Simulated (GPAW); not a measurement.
Crystal: Sb.

```
Sb
1.0
    -4.03001    4.03001    2.02549
     4.03001   -4.03001    2.02549
     4.03001    4.03001   -2.02549
Sb
4
Direct
  0.65126 0.15126 0.80253
  0.15126 0.34874 0.50000
  0.34874 0.84874 0.19747
  0.84874 0.65126 0.50000
```

This isn't the form of Sb at room conditions, which is rhombohedral.

Program: GPAW 26.7.0. Alike in all runs: no spin polarisation; cell as given; smearing fermi-dirac 0.05 eV.

Q: Order these runs on this cell by their pressure, lowest first.
A. level r2SCAN; potentials or basis GPAW PAW data sets (gpaw-data 1.2.1), pw; k mesh 5 × 5 × 5; cutoff (eV) 600; maxiter 150; band path GXMGZPNZ1M,XP; band points 80
B. level PBEsol; potentials or basis PAW data sets generated in the run's folder for this functional, pw; k mesh 5 × 5 × 5; cutoff (eV) 600; maxiter 150; band path GXMGZPNZ1M,XP; band points 80
C. level LDA; potentials or basis the program's PAW data sets (release 1.2.1) made for this functional, pw; k mesh 6 × 6 × 6; cutoff (eV) 450; maxiter 120; convergence default

A: C (-3.3 GPa), B (-1.0 GPa), A (0.5 GPa).

Caveats: the PAW data sets were made with another functional, which shifts forces and pressure a little (some runs); the cutoff is short for stress and forces, so pressures can be off by a GPa or more (some runs).

Not every run made on this cell is shown here.
